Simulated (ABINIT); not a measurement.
The system is ZrS2.

```xyz
3
Lattice="3.6914 0.0000 0.0000 -1.8457 3.1968 0.0000 0.0000 0.0000 6.0411" Properties=species:S:1:pos:R:3 pbc="T T T"
Zr    0.0000    0.0000    0.0000
S     0.0000    2.1312    1.4372
S     1.8457    1.0656    4.6038
```

The cell is a database's computed one.

Program: ABINIT 10.8.3 (patched build). Alike in all runs: no spin polarisation; cell as given.

Task: Order these runs on this cell by their band gap on the k mesh, lowest first.
A. level PBEsol+U; potentials or basis JTH PAW PBE v2.0; U Zr d U = 4 eV; k mesh 8 × 8 × 5; cutoff (eV) 544; smearing fermi-dirac 0.05 eV; double counting (usepawu) 1; k mesh for the DOS 11 × 11 × 7; fine-grid cutoff 1088.46 eV
B. level PBEsol+U; potentials or basis JTH PAW PBE v2.0; U Zr d U = 2 eV; k mesh 8 × 8 × 5; cutoff (eV) 544; smearing fermi-dirac 0.05 eV; double counting (usepawu) 1; k mesh for the DOS 11 × 11 × 7; fine-grid cutoff 1088.46 eV
C. level PBEsol+U; potentials or basis JTH PAW PBE v2.0; U Zr d U = 8 eV; k mesh 8 × 8 × 5; cutoff (eV) 544; smearing fermi-dirac 0.05 eV; double counting (usepawu) 1; k mesh for the DOS 11 × 11 × 7; fine-grid cutoff 1088.46 eV
D. level PBEsol+U; potentials or basis JTH PAW PBE v2.0; U Zr d U = 0 eV; k mesh 8 × 8 × 5; cutoff (eV) 544; smearing fermi-dirac 0.05 eV; double counting (usepawu) 1; k mesh for the DOS 11 × 11 × 7; fine-grid cutoff 1088.46 eV
E. level HSE06; potentials or basis SPMS NC PBE v1.0; k mesh 6 × 6 × 4; cutoff (eV) 490; smearing fixed; most SCF steps 60

Result: D (0.98 eV), B (1.13 eV), A (1.29 eV), C (1.60 eV), E (1.88 eV).

Caveats: an odd mesh through Γ misses points on the zone boundary, where band edges often lie (some runs); Libxc's HSE differs a little from that of other programs (some runs).

Runs at the PBE level aren't shown here.
